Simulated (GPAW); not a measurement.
The system is MnO.

```
Mn O
1.0
     0.00000    2.22391    2.22391
     2.22391    0.00000    2.22391
     2.22391    2.22391    0.00000
Mn O
1 1
Direct
  0.00000 0.00000 0.00000
  0.50000 0.50000 0.50000
```

The cell is a database's computed one.

Base run:

* Program: GPAW 26.7.0
* Functional: PBEsol
* Potentials or basis: PAW data sets generated in the run's folder for this functional
* Cutoff: 800 eV
* Basis: pw
* k mesh: 10 × 10 × 10
* Occupations: fermi-dirac, width 0.05 eV
* Spin: collinear spin, ferromagnetic start
* Starting moments: [4.0, 0.0] μB
* Hubbard terms: Mn d U = 1 eV

Its results: pressure -0.4 GPa; net moment 4.93 μB per cell; site moments Mn +4.38; O +0.17 μB.

Task: The run is repeated on the same cell with these changes: hubbard terms from Mn d U = 1 eV to Mn d U = 3 eV. What comes out?

Result: Pressure 2.7 GPa; net moment 5.00 μB per cell; site moments Mn +4.49; O +0.14 μB.

Caveats: a cell with one magnetic atom can't hold antiferromagnetic order, which such compounds often take.
